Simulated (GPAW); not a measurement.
# A GW chain in GPAW: ZrSe2 (1T monolayer)

How does a plane-wave GW calculation on ZrSe2 (1T monolayer) run from the first input to the gap?

Calculated with GPAW 26.7.0; LDA and many-body steps on it, plane waves.

**1. The starting structure**

The cell holds 3 atoms: 1 Zr and 2 Se. Cell: a = 4.315 Å, b = 4.315 Å, c = 14.500 Å, α = 90.0°, β = 90.0°, γ = 120.0°. Vacuum lies along c.

The start is a generated structure, not a measured one.

**2. Relaxation**

This step: GPAW 26.7.0; DFT, LDA, plane waves, PAW.

Gaps follow bond lengths, so the structure is brought to rest first.

Input file run.py:

```python
import json
import numpy as np
from gpaw.mpi import world
from ase import Atoms
from ase.constraints import FixSymmetry
from ase.filters import FrechetCellFilter
from ase.optimize import BFGS
from gpaw import GPAW, PW, FermiDirac

atoms = Atoms(['Zr', 'Se', 'Se'],
    cell=[[4.3153998800, 0.0000000000, 0.0000000000],
      [-2.1576999400, 3.7372459236, 0.0000000000],
      [0.0000000000, 0.0000000000, 14.5000000000]],
    scaled_positions=[[0.0000000000, 0.0000000000, 0.5000000000],
      [0.3333333333, 0.6666666667, 0.6209317985],
      [0.6666666667, 0.3333333333, 0.3790682015]],
    pbc=(True, True, False))
atoms.set_constraint(FixSymmetry(atoms))
atoms.calc = GPAW(mode=PW(550),
    xc='LDA',
    kpts={'size': (6, 6, 1), 'gamma': True},
    occupations=FermiDirac(0.02),
    convergence={'density': 1e-5},
    txt='relax.txt')
steps = []
opt = BFGS(FrechetCellFilter(atoms, mask=[1, 1, 0, 0, 0, 1]), logfile='bfgs.log')
opt.attach(lambda: steps.append([atoms.get_potential_energy(), atoms.cell[:], atoms.positions.copy(), atoms.get_forces()]))
converged = opt.run(fmax=0.03, steps=50)
res = {'converged': bool(converged), 'steps': steps, 'cell': atoms.cell[:], 'frac': atoms.get_scaled_positions()}

if world.rank == 0:
    with open('result.json', 'w') as f:
        json.dump(res, f, default=lambda x: x.tolist())
```

Run with:

```sh
$ mpirun -n 4 gpaw python run.py
```

Numbers of over 12 decimals in the logs are rounded to 6 here.

The program printed:

```text
Step     Time          Energy          fmax
BFGS:    0       -17.794379        3.734552
BFGS:    1       -18.360781        3.476226
BFGS:    2       -19.973228        1.922926
[...]
BFGS:    9       -20.388164        0.054330
BFGS:   10       -20.388554        0.005861
```

It took 63 s on 4 MPI ranks of Arm Neoverse V1, shared host; peak memory 1 GiB; 4.2 min of CPU time.

The steps of the relaxation:

| step | energy less that of the first step (eV) | largest force (eV/Å) |
| --- | --- | --- |
| 1 | 0.0000 | 2.5784 |
| 2 | -0.5664 | 2.3886 |
| 3 | -2.1788 | 1.1325 |
| 4 | -2.4459 | 1.3077 |
| 5 | -2.5582 | 0.1568 |
| 6 | -2.5649 | 0.2767 |
| 7 | -2.5723 | 0.3473 |
| 8 | -2.5830 | 0.3287 |
| 9 | -2.5913 | 0.1706 |
| 10 | -2.5938 | 0.0392 |
| 11 | -2.5942 | 0.0008 |

The atoms that moved most (Å):

| atom | dx | dy | dz | length |
| --- | --- | --- | --- | --- |
| Se3 | 0.000 | 0.000 | 0.192 | 0.192 |
| Se2 | 0.000 | 0.000 | -0.192 | 0.192 |

The relaxed structure:

```cif
data_structure
_symmetry_space_group_name_H-M 'P 1'
_symmetry_Int_Tables_number 1
_cell_length_a 3.7110
_cell_length_b 3.7110
_cell_length_c 14.5000
_cell_angle_alpha 90.000
_cell_angle_beta 90.000
_cell_angle_gamma 120.000
_cell_volume 172.94
loop_
_atom_site_label
_atom_site_type_symbol
_atom_site_fract_x
_atom_site_fract_y
_atom_site_fract_z
_atom_site_occupancy
Zr1 Zr 0.00000 0.00000 0.50000 1
Se2 Se 0.33333 0.66667 0.60771 1
Se3 Se 0.66667 0.33333 0.39229 1
```

**3. Ground state**

The ground-state density comes first.

Input file run.py:

```python
import json
import numpy as np
from gpaw.mpi import world
from ase import Atoms
from gpaw import GPAW, PW, FermiDirac

atoms = Atoms(['Zr', 'Se', 'Se'],
    cell=[[3.7110158914, 0.0000000000, 0.0000000000],
      [-1.8555079457, 3.2138340358, 0.0000000000],
      [0.0000000000, 0.0000000000, 14.5000000000]],
    scaled_positions=[[0.0000000000, 0.0000000000, 0.5000000000],
      [0.3333333333, 0.6666666667, 0.6077124947],
      [0.6666666667, 0.3333333333, 0.3922875053]],
    pbc=(True, True, False))
calc = GPAW(mode=PW(450),
    xc='LDA',
    kpts={'size': (9, 9, 1), 'gamma': True},
    occupations=FermiDirac(0.001),
    nbands=-7,
    convergence={'density': 1e-6, 'bands': -3},
    maxiter=100,
    txt='gs.txt')
atoms.calc = calc
res = {'energy': atoms.get_potential_energy()}
kpts = calc.get_ibz_k_points()
res['kpts'] = kpts
res['eigenvalues'] = [calc.get_eigenvalues(kpt=k) for k in range(len(kpts))]
res['n_electrons'] = calc.get_number_of_electrons()
calc.write('gs.gpw')

if world.rank == 0:
    with open('result.json', 'w') as f:
        json.dump(res, f, default=lambda x: x.tolist())
```

Run with:

```sh
$ mpirun -n 4 gpaw python run.py
```

The program printed:

```text
__  _  _
 | _ |_)|_||  |
 |__||  | ||/\| - 26.7.0

Input parameters:
  mode=PW(ecut=450.000000),
  convergence={'density': 1e-06, 'bands': -3},
  kpts=MonkhorstPack(size=(9, 9, 1), gamma=True),
  maxiter=100,
  nbands=-7,
  occupations=Occupations(name='fermi-dirac', width=0.001, fixmagmom=False),
  xc=XC(name='LDA')
  [... matrices ...]
Diagonalizing LCAO Hamiltonian
Converting LCAO to pw mode

        Se

       Zr
            Se

Atoms  # Å, Bohr magnetons
|   | symbol |         x |        y |        z |    initial magnetic moments |
| 0 |     Zr |  0.000000 | 0.000000 | 7.250000 | ( 0.0000,  0.0000,  0.0000) |
| 1 |     Se | -0.000000 | 2.142556 | 8.811831 | ( 0.0000,  0.0000,  0.0000) |
| 2 |     Se |  1.855508 | 1.071278 | 5.688169 | ( 0.0000,  0.0000,  0.0000) |

Unit cell  # Å
| periodic |         x |        y |         z |   lengths |     angles |
|      yes |  3.711016 | 0.000000 |  0.000000 |  3.711016 |  90.000000 |
|      yes | -1.855508 | 3.213834 |  0.000000 |  3.711016 |  90.000000 |
|       no |  0.000000 | 0.000000 | 14.500000 | 14.500000 | 120.000000 |

Number of symmetries: 12
Symmetry operations  # r_c * U_cc + t_c -> r_c
|    | kind |            matrix            |
|  0 |  σ   |  1, 1, 0,  0,-1, 0,  0, 0, 1 |
|  1 |  S6  |  1, 1, 0, -1, 0, 0,  0, 0,-1 |
|  2 |  E   |  1, 0, 0,  0, 1, 0,  0, 0, 1 |
|  3 |  C2  |  1, 0, 0, -1,-1, 0,  0, 0,-1 |
|  4 |  C2  |  0, 1, 0,  1, 0, 0,  0, 0,-1 |
|  5 |  C3  |  0, 1, 0, -1,-1, 0,  0, 0, 1 |
|  6 |  S6  |  0,-1, 0,  1, 1, 0,  0, 0,-1 |
|  7 |  σ   |  0,-1, 0, -1, 0, 0,  0, 0, 1 |
|  8 |  σ   | -1, 0, 0,  1, 1, 0,  0, 0, 1 |
|  9 |  i   | -1, 0, 0,  0,-1, 0,  0, 0,-1 |
| 10 |  C3  | -1,-1, 0,  1, 0, 0,  0, 0, 1 |
| 11 |  C2  | -1,-1, 0,  0, 1, 0,  0, 0,-1 |

BZ-sampling:
  Number of BZ points: 81
  Number of IBZ points: 12

  Monkhorst-Pack size: [9, 9, 1]
  Monkhorst-Pack shift: [0, 0, 0]

K-points  # in reciprocal-cell coordinates
|     |                                coordinates |     weight |
|   0 | (  0.00000000,   0.00000000,   0.00000000) | 0.01234568 |
|   1 | (  0.11111111,   0.00000000,   0.00000000) | 0.07407407 |
|   2 | (  0.22222222,  -0.11111111,   0.00000000) | 0.07407407 |
|   3 | (  0.22222222,   0.00000000,   0.00000000) | 0.07407407 |
|   4 | (  0.33333333,  -0.11111111,   0.00000000) | 0.14814815 |
|   5 | (  0.33333333,   0.00000000,   0.00000000) | 0.07407407 |
|   6 | (  0.33333333,   0.33333333,   0.00000000) | 0.02469136 |
|   7 | (  0.44444444,  -0.22222222,   0.00000000) | 0.07407407 |
|   8 | (  0.44444444,  -0.11111111,   0.00000000) | 0.14814815 |
|   9 | (  0.44444444,   0.00000000,   0.00000000) | 0.07407407 |
| ... |                                            |            |
|  11 | (  0.44444444,   0.44444444,   0.00000000) | 0.07407407 |

Plane wave coefficients: 3771
Cutoff: 450.000000 eV

Spin-components: 1 (collinear spins)
Bands:           19
Projectors:      16
Spin-degeneracy: 2
Datatype:        complex128

  Storage: CPU
  Wave functions: 13_669_056 bytes (3_417_264 per core)
  Projectors: 16_546_752 bytes (4_136_688 per core)
  [... matrices ...]
Parallelization:
  kpt:    4
  domain: 1
  band:   1

Density:
  Valence electrons: 24.0
  Components: 1
  Grid points: [20 20 72]
  Charge: 0.0  # |e|

Potential:
  Grid points: [20 20 72]

species:
  Zr:
    name:    Zirconium
    Z:       40.0
    valence: 12
    core:    28
    charge:  0.0  # [|e|]
    compensation charges:
      type: gauss
      rc: 0.40  # [Å]
      lmax: 2
    cutoffs:
      filter: 2.39  # [Å]
      core: 1.59  # [Å]
    projectors
    | kind |    occ | energy [eV] | rcut [Å] |
    |   4s |  2.000 |     -54.491 |    1.323 |
    |   5s |  2.000 |      -4.587 |    1.323 |
    |   4p |  6.000 |     -32.510 |    1.334 |
    |   5p |  0.000 |      -1.548 |    1.334 |
    |   4d |  2.000 |      -3.736 |    1.244 |
    |    d |        |      23.475 |    1.244 |

    Using partial waves for Zr as LCAO basis

  Se:
    name:    Selenium
    Z:       34.0
    valence: 6
    core:    28
    charge:  0.0  # [|e|]
    compensation charges:
      type: gauss
      rc: 0.27  # [Å]
      lmax: 2
    cutoffs:
      filter: 1.77  # [Å]
      core: 2.67  # [Å]
    projectors
    | kind |    occ | energy [eV] | rcut [Å] |
    |   4s |  2.000 |     -17.472 |    0.847 |
    |   4p |  4.000 |      -6.656 |    1.005 |
    |    s |        |       9.739 |    0.847 |
    |    p |        |      20.555 |    1.005 |
    |    d |        |       0.000 |    0.847 |

    Using partial waves for Se as LCAO basis

Reference energy: -229820.909977  # eV

eigensolver:
  PPCG
  Converge bands: -3
  niter=2

density mixing:
  MSR1-Mixer
  Pratt-step length: 0.05
  Maximum mixing coefficient: 0.75
  Old densities: 10
  SVD Regularization: 0.005
  Good broyden scale: 1.0
  Trust region scale: 1.0
  Backstep threshold: 4.0
  History deletion threshold: 6.0
  Fourier metric: weight=20.0, sigma=0.015

occupation numbers:
  Fermi-Dirac:
    width: 0.0010  # eV

poisson solver:
  ecut: 3600.000000  # eV

xc functional:
  name: None

Initialization done in: 0.992 s

convergence criteria:
- Maximum integral of absolute [dens]ity change: 1e-06 electrons / valence electron
- Maximum [total energy] change in last 3 cyles: 0.0005 eV / valence electron
- Maximum integral of absolute [eigenst]ate change: 4e-08 eV^2 / valence electron
maximum number of iterations: 100

SCF iterations
|iter     |     time |      energy | eigst |  dens |
|iter:   1|  |  -20.829408 | +0.58 |       |
|iter:   2|  |  -20.742357 | -1.19 | -1.11 |
|iter:   3|  |  -20.408598 | -1.09 | -1.15 |
|iter:   4|  |  -20.407850 | -1.24 | -1.61 |
|iter:   5|  |  -20.374038 | -1.87 | -1.73 |
|iter:   6|  |  -20.373273 | -3.49 | -2.16 |
|iter:   7|  |  -20.373290c| -4.53 | -3.20 |
|iter:   8|  |  -20.373294c| -5.21 | -3.64 |
|iter:   9|  |  -20.373295c| -5.97 | -4.30 |
|iter:  10|  |  -20.373295c| -6.66 | -4.77 |
|iter:  11|  |  -20.373295c| -7.46c| -5.36 |
|iter:  12|  |  -20.373295c| -7.72c| -5.63 |
|iter:  13|  |  -20.373295c| -8.08c| -6.20c|

Converged in 13 steps
SCF loop duration: 4.141 s (0.319 s/step)
Energy contributions relative to reference atoms: (reference = -229820.909977)
  [... matrices ...]
Energy contributions:
  Kinetic:          27.126477
  Coulomb:         -28.730559
  Zero:              0.211255
  External:          0.000000
  Xc:              -18.980468
  Entropy:          -0.000000
  Spinorbit:         0.000000
  ----------------------------
  Free energy:     -20.373295
  Extrapolated:    -20.373295

dipole moment: (-6.779130, -11.741797, 0.000111)  # |e|*Ang

Fermi level: -0.721
Eigenvalues  # (at kpt = [0.000, 0.000, 0.000])
| band index |      eig [eV] | occ [0-2] |
|          0 |       -49.946 |     2.000 |
|        ... |               |           |
|          4 |       -14.020 |     2.000 |
|          5 |       -13.033 |     2.000 |
|          6 |        -5.096 |     2.000 |
|          7 |        -3.416 |     2.000 |
|          8 |        -3.416 |     2.000 |
|          9 |        -2.078 |     2.000 |
|         10 |        -0.743 |     2.000 |
|         11 |        -0.743 |     2.000 |
|         12 |         0.269 |     0.000 |
|         13 |         0.269 |     0.000 |
|         14 |         0.862 |     0.000 |
|         15 |         3.733 |     0.000 |
|         16 |         3.947 |     0.000 |
|         17 |         3.947 |     0.000 |
|         18 |         4.589 |     0.000 |

Gap: 0.317 eV
Transition (v -> c):
  (s=0, k=0, n=11, [0.00, 0.00, 0.00]) -> (s=0, k=9, n=12, [0.44, 0.00, 0.00])
Direct/indirect transitions are different
Direct gap: 1.011 eV
Transition at: (s=0, k=0, n=11, [0.00, 0.00, 0.00])
vacuum-level: 4.934  # V
# Writing to gs.gpw (mode='')
  [... matrices ...]
```

Wall time 7 s (4 MPI ranks); peak memory 0.74 GiB.

This step gave:

| Property | Result |
| --- | --- |
| total energy | -20.37 eV |
| gap | 0.3168 eV |
| k of the valence top | 0, 0, 0 |
| k of the conduction bottom | 0.4444, 0, 0 |
| least direct gap | 1.011 eV |

The gap is indirect, with the least direct gap 0.69 eV higher.

**4. Empty states on the mesh, 9×9×1 mesh, 290 bands**

The sums over transitions need many empty states on a uniform mesh; this step solves for them.

Input file run.py:

```python
import json
import numpy as np
from gpaw.mpi import world
from gpaw import GPAW

calc = GPAW('gs.gpw').fixed_density(kpts={'size': (9, 9, 1), 'gamma': True},
    parallel={'domain': 1, 'band': 1},
    txt='nscf.txt')
calc.diagonalize_full_hamiltonian(nbands=290)
calc.write('full.gpw', mode='all')
res = {}
kpts = calc.get_ibz_k_points()
res['kpts'] = kpts
res['eigenvalues'] = [calc.get_eigenvalues(kpt=k) for k in range(len(kpts))]
res['n_electrons'] = calc.get_number_of_electrons()

if world.rank == 0:
    with open('result.json', 'w') as f:
        json.dump(res, f, default=lambda x: x.tolist())
```

Run with:

```sh
$ mpirun -n 4 gpaw python run.py
```

The program printed:

```text
Diagonalizing LCAO Hamiltonian
Converting LCAO to pw mode
convergence criteria:
- Maximum integral of absolute [eigenst]ate change: 4e-08 eV^2 / valence electron
maximum number of iterations: 100

SCF iterations
|iter     |     time |      energy | eigst |  dens |
|iter:   1|  |             | +0.74 |       |
|iter:   2|  |             | -0.89 |       |
|iter:   3|  |             | -1.54 |       |
[...]
|iter:  10|  |             | -6.36 |       |
|iter:  11|  |             | -7.01 |       |
|iter:  12|  |             | -7.60c|       |
SCF steps: 12
  __  _  _
 | _ |_)|_||  |
 |__||  | ||/\| - 26.7.0

Input parameters:
  mode=PW(ecut=450.000000),
  convergence={'density': 1e-06, 'bands': -3},
  gpts=array([20, 20, 72]),
  kpts=MonkhorstPack(size=(9, 9, 1), gamma=True),
  maxiter=100,
  nbands=19,
  occupations=Occupations(name='fermi-dirac', width=0.001, fixmagmom=False),
  parallel={'domain': 1, 'band': 1},
  xc=XC(name='LDA')
Matrix size: 3771x3771
# Writing to full.gpw (mode='all')
  [... matrices ...]

timing:  # [seconds]
  Total: 150.359  # ━━━━━━━━━━━━━━━━━━━━━━━━━━━━━━━━━━━━━━━━━━━━━━━━━━━━━━━━━
```

Run time: 2.6 min. Hardware: 4 MPI ranks; peak memory 5.3 GiB; 10 min of CPU time.

Numbers from this step:

* gap: 0.3168 eV
* k of the valence top: 0, 0, 0
* k of the conduction bottom: 0.4444, 0, 0
* least direct gap: 1.011 eV
* k points computed: 12
* lowest point of the top converged band, above the valence top: 76.3355 eV

On this mesh the gap is 0.317 eV.

(Continued in part 2 of 2.)

[Paths, hosts, dates, memory and timing lines, banners, echoed tables and standing remarks are left out of the program output.]

[Logs are printed without paths, hosts, clocks, repeated set-up lines and the standing remarks that a program may print on its own settings, such as how far it seeks lower states.]

[Runs of the session that timed out or met a known fault of the program may be left out.]

[Hosts, paths, dates, database ids (printed as entryN), source tags and the programs' standing remarks are cut or masked in the printed files.]
